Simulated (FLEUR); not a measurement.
# Si (Fd-3m) in FLEUR: a series of runs, part 2 of 2

FLEUR MaX-R8.1 (later development tree). Earlier steps stand in the parts before.

**3. Equation of state, r2SCAN, 18.95 Å³/atom (volume scaled by 0.94)**

File inp.xml:

```xml
<?xml version="1.0" encoding="UTF-8" standalone="no"?>
<fleurInput fleurInputVersion="0.39">
   <comment>
      Si                                                                                                  
   </comment>
   <calculationSetup>
      <cutoffs Kmax="4.9" Gmax="15.2" GmaxXC="15.2" numbands="0"/>
      <scfLoop itmax="80" minDistance="0.0001" maxIterBroyd="30" imix="Anderson" alpha="0.05" precondParam="0.0" spinf="2.0" sdNocoIR="T"/>
      <coreElectrons ctail="F" frcor="F" kcrel="0" coretail_lmax="0"/>
      <xcFunctional name="LibXC" relativisticCorrections="F">
         <LibXCName exchange="mgga_x_r2scan" correlation="mgga_c_r2scan"/>
         <AuxGGA exchange="117" correlation="130"/>
      </xcFunctional>
      <magnetism jspins="1"/>
      <soc l_soc="F" theta="0.0" phi="0.0" spav="F"/>
      <expertModes spex="0" secvar="F"/>
      <geometryOptimization l_f="F" forcealpha="1.0" forcemix="BFGS" epsdisp="0.00001" epsforce="0.00001"/>
      <ldaU l_linMix="F" mixParam="0.05" spinf="1.0"/>
   </calculationSetup>
   <cell>
      <bzIntegration valenceElectrons="24.0" mode="hist" fermiSmearingEnergy="0.00183747">
         <kPointListSelection listName="default-1"/>
         <!-- k-points included here -->
         <xi:include xmlns:xi="http://www.w3.org/2001/XInclude" href="kpts.xml"> </xi:include>
      </bzIntegration>
      <!-- symmetry operations included here -->
      <xi:include xmlns:xi="http://www.w3.org/2001/XInclude" href="sym.xml"> </xi:include>
      <bulkLattice scale="0.9795861087">
         <bravaisMatrix>
            <row-1>    0.0000000000000000     5.1435532944025564     5.1435532944025564</row-1>
            <row-2>    5.1435532944025564     0.0000000000000000     5.1435532944025564</row-2>
            <row-3>    5.1435532944025564     5.1435532944025564     0.0000000000000000</row-3>
         </bravaisMatrix>
      </bulkLattice>
   </cell>
   <atomSpecies>
      <species name="Silicon (Si)" element="Si" atomicNumber="14">
         <mtSphere radius="2.0" gridPoints="681" logIncrement="0.017"/>
         <atomicCutoffs lmax="8" lnonsphr="8"/>
         <electronConfig flipSpins="F">
            <coreConfig>(1s1/2)</coreConfig>
            <valenceConfig>(2s1/2) (2p1/2) (2p3/2) (3s1/2) (3p1/2) (3p3/2)</valenceConfig>
            <stateOccupation state="(3p1/2)" spinUp="0.333333" spinDown="0.333333"/>
            <stateOccupation state="(3p3/2)" spinUp="0.666667" spinDown="0.666667"/>
         </electronConfig>
         <energyParameters s="3" p="3" d="3" f="4"/>
         <lo type="SCLO" l="0" n="2" eDeriv="0"/>
         <lo type="SCLO" l="1" n="2" eDeriv="0"/>
         <lo type="SCLO" l="2" n="3" eDeriv="2"/>
         <lo type="SCLO" l="3" n="4" eDeriv="2"/>
      </species>
   </atomSpecies>
   <atomGroups>
      <atomGroup species="Silicon (Si)">
         <relPos label="                   1">3.000/8.000 3.000/8.000 3.000/8.000</relPos>
         <relPos label="                   2">-3.000/8.000 -3.000/8.000 -3.000/8.000</relPos>
         <force calculate="T" relaxXYZ="TTT"/>
      </atomGroup>
   </atomGroups>
   <output dos="F" band="F" slice="F">
      <checks vchk="F" cdinf="F"/>
      <bandDOS minEnergy="-.5*Htr" maxEnergy="0.5*Htr" sigma="0.015" storeEVData="T"/>
      <vacuumDOS vacdos="F" integ="F" star="F" nstars="0" locx1="0.0" locy1="0.0" locx2="0.0" locy2="0.0" nstm="0" tworkf="0.0"/>
      <unfoldingBand unfoldBand="F" supercellX="1" supercellY="1" supercellZ="1"/>
      <plotting iplot="0" polar="F">
         <plot TwoD="T" vec1="  1.0  0.0  0.0" vec2="  0.0  1.0  0.0" vec3="  0.0  0.0  1.0" zero="  0.0  0.0  0.0" file="plot"/>
      </plotting>
      <chargeDensitySlicing numkpt="0" minEigenval="0.0" maxEigenval="0.0" nnne="0" pallst="F"/>
      <specialOutput eonly="F"/>
      <moessbauerParams electricFieldGradient="T" isomerShift="T" coreHyperfine="T" valenceHyperfine="T"/>
      <magneticCircularDichroism mcd="F" energyLo="-10.0" energyUp="0.0"/>
   </output>
  <!-- We include the file relax.xml here to enable relaxations (see documentation) -->
  <xi:include xmlns:xi="http://www.w3.org/2001/XInclude" href="relax.xml"> <xi:fallback/> </xi:include>
</fleurInput>
```

Potentials or basis: all-electron, FLAPW.

Started as:

```bash
> inpgen -f crystal.txt -profile fastHighL
> # inp.xml edited to the form shown
> fleur_MPI
```

The program printed:

```text
Welcome to FLEUR        (www.flapw.de)
      MaX-Release 8.1          (www.max-centre.eu)
 func_ids         498         497         498         497
 MetaGGA potential functional detected - V_tau will be computed
 Auxiliary Potential for radial basis: exchange=         117  correlation=         130
The functional 'Re-regularized SCAN exchange by Furness et al' is an exchange functional, it belongs to the 'MGGA' family and is defined in the reference(s):
[1] J. W. Furness, A. D. Kaplan, J. Ning, J. P. Perdew, and J. Sun.,  J. Phys. Chem. Lett. 11, 8208-8215 (2020)
[2] J. W. Furness, A. D. Kaplan, J. Ning, J. P. Perdew, and J. Sun.,  J. Phys. Chem. Lett. 11, 9248-9248 (2020)
The functional 'Re-regularized SCAN correlation by Furness et al' is a correlation functional, it belongs to the 'MGGA' family and is defined in the reference(s):
[1] J. W. Furness, A. D. Kaplan, J. Ning, J. P. Perdew, and J. Sun.,  J. Phys. Chem. Lett. 11, 8208-8215 (2020)
[2] J. W. Furness, A. D. Kaplan, J. Ning, J. P. Perdew, and J. Sun.,  J. Phys. Chem. Lett. 11, 9248-9248 (2020)
 Using same functional for VXC and EXC

 ========== k-point set info ==========
 Selected k-point list: default-1
 k-point list type: mesh
 8 x 8 x 8
 Number of k points: 29

[... 16 lines left out ...]
 Using auxiliary GGA potential for the first iteration of MetaGGA calculation.
 Reset of history
 Reset of history
 Iteration:     1   Distance:      13.57880430 me/bohr^3
The functional 'Hammer, Hansen, and Norskov' is an exchange functional, it belongs to the 'GGA' family and is defined in the reference(s):
[1] B. Hammer, L. B. Hansen, and J. K. Nørskov.,  Phys. Rev. B 59, 7413 (1999)
The functional 'Perdew, Burke & Ernzerhof' is a correlation functional, it belongs to the 'GGA' family and is defined in the reference(s):
[1] J. P. Perdew, K. Burke, and M. Ernzerhof.,  Phys. Rev. Lett. 77, 3865 (1996)
[2] J. P. Perdew, K. Burke, and M. Ernzerhof.,  Phys. Rev. Lett. 78, 1396 (1997)
 Using same functional for VXC and EXC
 Iteration:     2   Distance:      13.21917736 me/bohr^3
The functional 'Hammer, Hansen, and Norskov' is an exchange functional, it belongs to the 'GGA' family and is defined in the reference(s):
[1] B. Hammer, L. B. Hansen, and J. K. Nørskov.,  Phys. Rev. B 59, 7413 (1999)
The functional 'Perdew, Burke & Ernzerhof' is a correlation functional, it belongs to the 'GGA' family and is defined in the reference(s):
[1] J. P. Perdew, K. Burke, and M. Ernzerhof.,  Phys. Rev. Lett. 77, 3865 (1996)
[2] J. P. Perdew, K. Burke, and M. Ernzerhof.,  Phys. Rev. Lett. 78, 1396 (1997)
 Using same functional for VXC and EXC
 Iteration:     3   Distance:      12.47729202 me/bohr^3
The functional 'Hammer, Hansen, and Norskov' is an exchange functional, it belongs to the 'GGA' family and is defined in the reference(s):
[1] B. Hammer, L. B. Hansen, and J. K. Nørskov.,  Phys. Rev. B 59, 7413 (1999)
[... 40 lines left out ...]
The functional 'Hammer, Hansen, and Norskov' is an exchange functional, it belongs to the 'GGA' family and is defined in the reference(s):
[1] B. Hammer, L. B. Hansen, and J. K. Nørskov.,  Phys. Rev. B 59, 7413 (1999)
The functional 'Perdew, Burke & Ernzerhof' is a correlation functional, it belongs to the 'GGA' family and is defined in the reference(s):
[1] J. P. Perdew, K. Burke, and M. Ernzerhof.,  Phys. Rev. Lett. 77, 3865 (1996)
[2] J. P. Perdew, K. Burke, and M. Ernzerhof.,  Phys. Rev. Lett. 78, 1396 (1997)
 Using same functional for VXC and EXC
 Iteration:    10   Distance:       0.00157077 me/bohr^3
The functional 'Hammer, Hansen, and Norskov' is an exchange functional, it belongs to the 'GGA' family and is defined in the reference(s):
[1] B. Hammer, L. B. Hansen, and J. K. Nørskov.,  Phys. Rev. B 59, 7413 (1999)
The functional 'Perdew, Burke & Ernzerhof' is a correlation functional, it belongs to the 'GGA' family and is defined in the reference(s):
[1] J. P. Perdew, K. Burke, and M. Ernzerhof.,  Phys. Rev. Lett. 77, 3865 (1996)
[2] J. P. Perdew, K. Burke, and M. Ernzerhof.,  Phys. Rev. Lett. 78, 1396 (1997)
 Using same functional for VXC and EXC
 Iteration:    11   Distance:       0.00008083 me/bohr^3

 ********************************************************************
 Run finished successfully
 Stop message:
   all done
 ********************************************************************
```

out.xml (last iteration):

```text
<iteration numberForCurrentRun="   11" overallNumber="   11">
         <energyParameters units="Htr">
            <atomicEP atomType="1" spin="1" branch="3s" branchLowest="-4.67" branchHighest="1.47" value="-0.1520799695"/>
            <atomicEP atomType="1" spin="1" branch="3p" branchLowest="-3.04" branchHighest="1.95" value="0.0171834878"/>
            <atomicEP atomType="1" spin="1" branch="3d" branchLowest="-9.99" branchHighest="2.27" value="0.2017370546"/>
[... 74 lines left out ...]
            </atomTypeDependentContributions>
            <tkbTimesEntropy value="0.0000004081"/>
            <freeEnergy value="-580.2970227153"/>
            <extrapolationTo0K value="-580.2970225113"/>
         </totalEnergy>
         <densityConvergence units="me/bohr^3">
            <chargeDensity spin="1" distance="0.0000808282"/>
         </densityConvergence>
      </iteration>
```

Run time: 74 s. Hardware: 1 thread of Intel Xeon at 2.50GHz (Skylake/Cascade Lake), shared host; peak memory 0.08 GiB.

Results:

```
Free energy                                           : -15790.6864 eV
Band gap on the k mesh                                : 0.71 eV, indirect (least direct gap 2.77 eV)
Valence electrons inside the program's atomic spheres : Si 9.81 (radii Si 2.0 bohr)
```

Caveat: the meta-GGA is that of a development version, with a GGA for the radial functions and cores and without core tails.

**4. Equation of state, r2SCAN, 19.36 Å³/atom (volume scaled by 0.96)**

inp.xml: that of step 3 with these lines changed.

```diff
@@ -27,3 +27,3 @@
       <xi:include xmlns:xi="http://www.w3.org/2001/XInclude" href="sym.xml"> </xi:include>
-      <bulkLattice scale="0.9795861087">
+      <bulkLattice scale="0.9864848297">
          <bravaisMatrix>
```

Started as:

```bash
> inpgen -f crystal.txt -profile fastHighL
> # inp.xml edited to the form shown
> fleur_MPI
```

Run time: 82 s. Hardware: 1 thread of Intel Xeon at 2.50GHz (Skylake/Cascade Lake), shared host; peak memory 0.08 GiB.

Results (log left out):

```
Free energy                                           : -15790.7147 eV
Band gap on the k mesh                                : 0.75 eV, indirect (least direct gap 2.76 eV)
Valence electrons inside the program's atomic spheres : Si 9.79 (radii Si 2.0 bohr)
```

Caveat: the meta-GGA is that of a development version, with a GGA for the radial functions and cores and without core tails.

**5. Equation of state, r2SCAN, 20.16 Å³/atom**

inp.xml: that of step 4 with these lines changed.

```diff
@@ -27,3 +27,3 @@
       <xi:include xmlns:xi="http://www.w3.org/2001/XInclude" href="sym.xml"> </xi:include>
-      <bulkLattice scale="0.9864848297">
+      <bulkLattice scale="1.0000000000">
          <bravaisMatrix>
```

Started as:

```bash
> inpgen -f crystal.txt -profile fastHighL
> # inp.xml edited to the form shown
> fleur_MPI
```

Run time: 86 s. Hardware: 1 thread of Intel Xeon at 2.50GHz (Skylake/Cascade Lake), shared host; peak memory 0.08 GiB.

It converged, with:

```
Free energy                                           : -15790.7363 eV
Band gap on the k mesh                                : 0.81 eV, indirect (least direct gap 2.75 eV)
Valence electrons inside the program's atomic spheres : Si 9.75 (radii Si 2.0 bohr)
```

Caveat: the meta-GGA is that of a development version, with a GGA for the radial functions and cores and without core tails.

**6. Equation of state, r2SCAN, 20.97 Å³/atom (volume scaled by 1.04)**

inp.xml: that of step 5 with these lines changed.

```diff
@@ -27,3 +27,3 @@
       <xi:include xmlns:xi="http://www.w3.org/2001/XInclude" href="sym.xml"> </xi:include>
-      <bulkLattice scale="1.0000000000">
+      <bulkLattice scale="1.0131594038">
          <bravaisMatrix>
```

Potentials or basis: all-electron, FLAPW.

Started as:

```bash
> inpgen -f crystal.txt -profile fastHighL
> # inp.xml edited to the form shown
> fleur_MPI
```

Run time: 93 s. Hardware: 1 thread of Intel Xeon at 2.50GHz (Skylake/Cascade Lake), shared host; peak memory 0.08 GiB.

The run converged. Its results:

* Free energy: -15790.7189 eV
* Band gap on the k mesh: 0.87 eV, indirect (least direct gap 2.73 eV)
* Valence electrons inside the program's atomic spheres: Si 9.72 (radii Si 2.0 bohr)

Caveat: the meta-GGA is that of a development version, with a GGA for the radial functions and cores and without core tails.

**7. Equation of state, r2SCAN, 21.37 Å³/atom (volume scaled by 1.06)**

inp.xml: that of step 6 with these lines changed.

```diff
@@ -27,3 +27,3 @@
       <xi:include xmlns:xi="http://www.w3.org/2001/XInclude" href="sym.xml"> </xi:include>
-      <bulkLattice scale="1.0131594038">
+      <bulkLattice scale="1.0196128224">
          <bravaisMatrix>
```

Started as:

```bash
> inpgen -f crystal.txt -profile fastHighL
> # inp.xml edited to the form shown
> fleur_MPI
```

It took 98 s on 1 thread of Intel Xeon at 2.50GHz (Skylake/Cascade Lake), shared host; peak memory 0.08 GiB.

The run converged. Its results:

```
Free energy                                           : -15790.6978 eV
Band gap on the k mesh                                : 0.90 eV, indirect (least direct gap 2.72 eV)
Valence electrons inside the program's atomic spheres : Si 9.71 (radii Si 2.0 bohr)
```

Caveat: the meta-GGA is that of a development version, with a GGA for the radial functions and cores and without core tails.

**8. Equation of state, r2SCAN**

This step only gathers the single runs of the series.

Results:

```
Equilibrium volume : 20.18 Å³/atom
Bulk modulus       : 96 GPa
```

Energy against volume, from the lowest point:
```tsv
volume (Å³/atom)	energy (meV/atom)
18.955	24.96
19.358	10.84
20.165	0.00
20.971	8.71
21.375	19.25
```

Caveat: the meta-GGA is that of a development version, with a GGA for the radial functions and cores and without core tails.
